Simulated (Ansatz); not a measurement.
Crystal: SrCl2.

```
Sr Cl
1.0
     0.00000    3.48835    3.48835
     3.48835    0.00000    3.48835
     3.48835    3.48835    0.00000
Sr Cl
1 2
Direct
  0.00000 0.00000 0.00000
  0.75000 0.75000 0.75000
  0.25000 0.25000 0.25000
```

Base run:

```yaml
Program: Ansatz 0.2.0
Functional: PBEsol
Potentials_or_basis: all-electron LAPW, scalar-relativistic
Cutoff: 143 eV
Density_cutoff: 573 eV
Basis_error_allowed: 0.002 eV/atom
k_mesh: 7 × 7 × 7
Occupations: fermi-dirac, width 0.05 eV
Spin: no spin polarisation
```

Its results: band gap on the k mesh 5.18 eV, indirect (least direct gap 5.48 eV); pressure -1.1 GPa.

Question: The run is repeated on the same cell with these changes: functional from PBEsol to LDA. What comes out?

Answer: Band gap on the k mesh 4.92 eV, indirect (least direct gap 5.23 eV); pressure -2.8 GPa.

LDA binds more tightly than PBEsol, so the same cell stands under less pressure.

A k mesh can miss the band edges.

Not every run made on this cell is shown here.
